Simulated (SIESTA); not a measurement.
# Si2Ni in SIESTA: convergence with ElectronicTemperature

Si2Ni:

```
Ni Si
1.0
     0.00000    2.70300    2.70300
     2.70300    0.00000    2.70300
     2.70300    2.70300    0.00000
Ni Si
1 2
Direct
  0.00493 0.00989 0.99540
  0.75332 0.75088 0.76642
  0.24470 0.25296 0.25518
```

The cell isn't the ideal one: atoms moved at random, drawn with an rms of 0.05 Å.

```yaml
Program: SIESTA 5.4.2
Task: single point
Functional: LDA
Potentials_or_basis: PseudoDojo 0.4 standard (LDA files)
Basis: DZP (energy shift 0.003 Ry; two zetas on semicore shells)
Grid_cutoff: 800 Ry
Energy_shift: 0.003 Ry
k_mesh: 5 × 5 × 5
Occupations: fermi-dirac, width 0.5 eV
Spin: collinear spin, ferromagnetic start
Starting_moments: "[1.0, 0.0, 0.0] μB"
```

These are the settings of the first run; the series varies ElectronicTemperature, with any setting tied to it.

Hardware: 1 thread of Intel(R) Xeon(R) 6975P-C (Granite Rapids), on a shared host.

```tsv
ElectronicTemperature	energy less the tightest run, at zero smearing (meV/atom)	pressure (GPa)	largest force (eV/Å)	SCF cycles	CPU time (s)	peak memory (GiB)
0.5	2.51	-2.40	0.431	14	110	0.39
0.3	-2.26	-3.92	0.449	14	100	0.38
0.2	-0.68	-4.19	0.462	15	110	0.38
0.1	-0.39	-4.31	0.479	13	100	0.38
0.05	-0.27	-4.33	0.492	14	100	0.38
0.025	-0.07	-4.26	0.496	16	120	0.38
0.01	0.00	-4.25	0.488	18	130	0.38
```

Against the tightest run, the energy stays within 1 meV/atom from 0.2 on; the pressure stays within 0.1 GPa from 0.2 on. Not settled before the last step: the largest force (to 0.005 eV/Å). The tightest run that finished is the yardstick and may itself not be fully converged.

Caveat, for the tightest run too: the k mesh is coarse (spacing up to 0.40 Å⁻¹), so the values aren't converged; short orbitals over semicore shells can move pressures by several GPa; the basis of atomic orbitals isn't converged, which shifts pressures, moduli and gaps.
